**Why two of silicon's six vibration branches stay low**

Why do two of the six branches of silicon stay soft across the whole crystal momentum range, when the third branch that starts as sound climbs until it touches the optical branches? The orders of magnitude are worth keeping: bond-stretching vibrations lie near 500 cm⁻¹, the soft pair mostly between 100 and 200 cm⁻¹ once the wave is short. Long sound waves travel at several km/s, optical vibrations on average at one or two.

Phonon frequencies of silicon at the relaxed cell along Γ-X-W-K-Γ-L-U-W-L-K/U-X, calculated with Quantum ESPRESSO 7.5, LDA and PseudoDojo 0.4.1 SR LDA standard pseudopotentials. The plane-wave cutoff is 435 eV, the shifted k mesh 6×6×6 and the phonon mesh, from which the branches are interpolated, 3×3×3. Distances in reciprocal space include the factor 2π.

| distance (1/Å) | PHONON BRANCH 1, energy from the start of the scan (cm⁻¹) | PHONON BRANCH 2, energy from the start of the scan (cm⁻¹) | PHONON BRANCH 3, energy from the start of the scan (cm⁻¹) | PHONON BRANCH 4, energy from the start of the scan (cm⁻¹) | PHONON BRANCH 5, energy from the start of the scan (cm⁻¹) | PHONON BRANCH 6, energy from the start of the scan (cm⁻¹) |
| --- | --- | --- | --- | --- | --- | --- |
| 0 | 0.00 | 0.00 | 0.0 | 513.8 | 513.8 | 513.8 |
| 0.2118 | 58.90 | 58.90 | 93.5 | 508.8 | 508.8 | 512.0 |
| 0.4236 | 106.30 | 106.30 | 181.8 | 495.1 | 495.1 | 505.0 |
| 0.6354 | 132.00 | 132.00 | 260.5 | 477.1 | 477.1 | 489.2 |
| 0.8472 | 132.90 | 132.90 | 327.3 | 461.8 | 461.8 | 463.1 |
| 1.059 | 121.60 | 121.60 | 382.2 | 427.1 | 454.0 | 454.0 |
| 1.281 | 125.40 | 125.40 | 401.2 | 401.2 | 455.3 | 455.3 |
| 1.514 | 159.80 | 159.80 | 376.9 | 376.9 | 464.4 | 464.4 |
| 1.747 | 181.20 | 181.20 | 361.5 | 361.5 | 468.2 | 468.2 |
| 1.953 | 154.60 | 193.40 | 358.2 | 372.8 | 462.9 | 474.1 |
| 2.159 | 136.90 | 197.50 | 359.8 | 377.6 | 459.8 | 477.6 |
| 2.349 | 142.90 | 214.40 | 329.3 | 384.2 | 467.6 | 485.3 |
| 2.539 | 138.30 | 193.60 | 297.0 | 421.0 | 477.9 | 488.2 |
| 2.729 | 121.70 | 160.00 | 257.9 | 460.9 | 489.3 | 490.4 |
| 2.920 | 94.40 | 122.30 | 204.2 | 490.0 | 496.6 | 500.2 |
| 3.110 | 59.50 | 78.30 | 132.2 | 505.8 | 506.4 | 508.6 |
| 3.300 | 20.30 | 27.10 | 45.8 | 512.8 | 513.0 | 513.2 |
| 3.487 | 21.90 | 21.90 | 45.5 | 513.0 | 513.1 | 513.1 |
| 3.670 | 61.40 | 61.40 | 133.3 | 506.1 | 508.1 | 508.1 |
| 3.853 | 88.90 | 88.90 | 212.9 | 491.1 | 500.4 | 500.4 |
| 4.037 | 101.10 | 101.10 | 281.4 | 466.8 | 493.1 | 493.1 |
| 4.220 | 101.60 | 101.60 | 338.5 | 434.3 | 488.4 | 488.4 |
| 4.404 | 99.80 | 99.80 | 375.3 | 405.1 | 486.9 | 486.9 |
| 4.607 | 112.30 | 132.50 | 365.9 | 400.6 | 482.5 | 486.8 |
| 4.811 | 132.10 | 186.10 | 346.2 | 390.4 | 472.1 | 485.3 |
| 5.015 | 138.90 | 205.70 | 347.8 | 379.7 | 462.6 | 480.8 |
| 5.220 | 141.90 | 196.50 | 359.3 | 376.3 | 460.7 | 476.6 |
| 5.426 | 169.70 | 188.30 | 358.0 | 367.6 | 465.7 | 470.9 |
| 5.611 | 172.30 | 189.90 | 354.0 | 368.4 | 466.5 | 471.2 |
| 5.776 | 155.60 | 200.00 | 341.8 | 379.7 | 467.4 | 478.3 |
| 5.941 | 137.70 | 183.60 | 345.9 | 389.7 | 473.3 | 483.9 |
| 6.106 | 117.60 | 143.60 | 361.9 | 398.6 | 480.8 | 486.4 |
| 6.270 | 102.20 | 106.10 | 373.6 | 404.3 | 486.2 | 486.9 |
| 6.432 | 102.00 | 105.70 | 373.8 | 404.4 | 486.2 | 486.9 |
| 6.590 | 115.80 | 141.70 | 362.8 | 399.1 | 481.0 | 486.7 |
| 6.749 | 131.20 | 183.60 | 347.1 | 391.0 | 472.7 | 485.5 |
| 6.907 | 138.70 | 205.80 | 343.2 | 382.5 | 464.8 | 482.4 |
| 7.066 | 136.90 | 197.50 | 359.8 | 377.6 | 459.8 | 477.6 |
| 7.272 | 125.30 | 147.80 | 390.0 | 395.8 | 454.7 | 463.4 |
| 7.478 | 119.30 | 119.30 | 405.8 | 405.8 | 453.0 | 453.0 |

The entries are absolute frequencies from a local-density calculation. They are sorted by size in each row, so a branch number can change its character where curves cross. Γ (distance 0) is the limit of infinite wavelength; X (7.478), W (1.747) and L (4.404) lie on the boundary of the Brillouin zone.

**Six motions, four bonds**

The repeating cell has two atoms, hence six independent motions, but only four bonds. At every wavelength at least two combinations of motions therefore stretch no bond to first order. A square frame of stiff rods pinned at its corners does the same: it shears without any rod changing length. The likeness ends at the pins, which turn freely in the frame, whereas silicon resists a change of bond angle. That weaker resistance is what holds up the soft pair.

The squared frequency measures stiffness per mass, and the table shows how little of it the soft pair gets. Branches 1 and 2 together never hold more than 9% of the sum of the six squares. The sum itself runs from 96.65% to 101.5% of its value at Γ. Theory gives a reason: only forces between atoms of the same sublattice can make this sum depend on wavelength, and an atom's nearest neighbours all sit on the other sublattice. A change of wavelength thus mainly redistributes stiffness among the branches.

**The estimate at X**

Along the cube axis the crystal is a stack of evenly spaced atomic planes. In the optical vibration at Γ, successive planes move as + − + −, so every gap between planes has its two sides moving against each other. At X the pattern is + + − −, and only every second gap is worked. Shifting the pattern by one plane works the other gaps instead, which gives a second vibration.

For motion along the axis, all gaps are equally stiff. Half of them are worked, so the squared frequency is half that at Γ, and the estimate is 513.8/√2 ≈ 363 cm⁻¹. The shifted pattern costs the same, which is why the longitudinal acoustic and optical branches meet at X. The calculation puts them at 405.8 cm⁻¹, some 12% above an estimate that takes only the Γ frequency from the table. Forces between second-neighbour planes can supply the excess: those planes move together at Γ, where such forces cost nothing, but against each other at X.

For motion across the axis, the bonds in successive gaps lie in planes at right angles to each other. A given sideways motion stretches the bonds in one gap and only tilts those in the next. One pattern therefore keeps the full stretching stiffness of Γ, and the shifted pattern has none. This is the wide separation at X between 453.0 and 119.3 cm⁻¹. The upper value lies below the 513.8 of Γ partly because the tilting that accompanies the optical motion at Γ is absent here.

The slope of a curve sets the speed at which that vibration carries energy. Optical frequencies mostly change little with wavelength, so these vibrations travel slowly: on average about 1.0 km/s for the transverse pair and 1.7 km/s for the longitudinal optical branch between Γ and X, though the latter steepens towards X. The first step of the acoustic curves gives 5.2 and 8.3 km/s. Where the soft pair runs flat, it is slow too.

**Why L looks different**

Along the body diagonal the planes are unevenly spaced. One kind of gap is bridged by a single bond per atom, parallel to the motion; the other by three slanted bonds, each contributing only one ninth as much stretching stiffness. The two kinds thus share the stiffness of Γ as 3 to 1, and the longitudinal branches should separate, at 445 and 257 cm⁻¹.

They do separate, but only to 405.1 and 375.3 cm⁻¹, so stretching alone gets the size of the split badly wrong. Sorted frequencies don't show which motion belongs to which value; if the order is that of the estimate, angle forces push the right way and can explain much of the narrowing. The slanted bonds stand nearly across the motion, so working their gap also bends them strongly, and angle forces lift the lower branch. The single parallel bond gets no such help. Its estimate is too high because the Γ frequency on which it rests already includes some bending.

**From X to W**

All branches run in pairs at X and in the three rows from 1.281 to 1.747. A symmetry operation that exchanges the two sublattices enforces this. Stretching alone would keep the pairs at fixed frequencies on this line, yet from X to W the lowest pair rises by 62 cm⁻¹, the middle pair falls by 44 and the top pair rises by 15. Since the sum of squares hardly changes, this is a transfer of stiffness between pairs. Angle forces are expected to shift the pairs in these directions, though a simple spring on each angle should give smaller shifts; the longer-range couplings described below would add to them. The table doesn't separate these contributions.

Past W the symmetry that enforces the pairs is lost, and the soft pair splits, at K (2.159) into 136.9 and 197.5 cm⁻¹. The upper member peaks just beyond, at 214.4 cm⁻¹ (2.349), close to a point of the phonon mesh near distance 2.3, so this maximum is unlikely to come from interpolation alone. From Γ to L it runs together again, because the threefold axis along that line makes the sideways directions equivalent.

**The early bend, and a dip to distrust**

Near Γ the soft pair isn't especially soft: all three acoustic branches start from zero, because moving the whole crystal costs nothing, and the transverse ones rise steeply at first. By distance 0.8472 they have reached only 56% of the straight line through their first step, against 88% for the longitudinal branch. Any lattice of separate atoms bends its curves somewhat, but the transverse ones flatten unusually early here. The accepted explanation is that the electron charge in the bonds readjusts as the atoms move. This couples bond angles over several neighbours and makes short shear waves cheaper than the speed of sound suggests.

Forces of such long reach are also what a coarse phonon mesh loses. Between Γ and X the vibrations were calculated directly only at distance 0.78; the rest of the curve, sound speeds and X itself included, is interpolated. Beyond that point the lowest pair falls from 132.9 to 119.3 cm⁻¹, whereas the measured branch is nearly flat there and lies higher. The flattening is real silicon behaviour. The dip is probably an artefact of the interpolation and is no sign of a lattice about to become unstable, but only a direct calculation at X would settle its origin; the functional and the k mesh may also contribute to the low values. W, K and L are interpolated as well, so the details of the soft branches there deserve the same caution, and part of the lowest pair's rise from X to W may only reflect the low value at X.
